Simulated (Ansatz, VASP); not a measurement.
ZnS in VASP and in Ansatz

```
CELL_PARAMETERS angstrom
0.00000 2.40407 2.40407
2.40407 0.00000 2.40407
2.40407 2.40407 0.00000
ATOMIC_POSITIONS crystal
S 0.00000 0.00000 0.00000
Zn 0.50000 0.50000 0.50000
```

Alike in both runs: task single point; functional PBEsol; k mesh 12 × 12 × 12; occupations gaussian, width 0.05 eV; no spin polarisation.

|  | VASP | Ansatz |
| --- | --- | --- |
| version | VASP 6.6.1 | Ansatz 0.2.0 |
| potentials or method | VASP PAW PBE potentials, release 64 (S, Zn) | scalar-relativistic, plane waves, PAW |
| plane-wave cutoff (eV) | 520 | 420 |
| valence electrons in the cell | 18 | 18 |

|  | VASP | Ansatz | Ansatz less VASP |
| --- | --- | --- | --- |
| gap on the k mesh at the Fermi level (eV) | none | none | - |
| pressure (GPa) | 17.4 | 16.9 | -0.48 |

A gap of «none» marks a metal or a gap that the smearing closes. With one functional, cell and mesh, what is left measures potentials, basis and numerics.

Caveats: so large a pressure means that the cell lies far from this level's equilibrium, or that cutoff or potentials fall short (VASP); the potentials were made for another functional, which shifts forces and pressure (VASP).
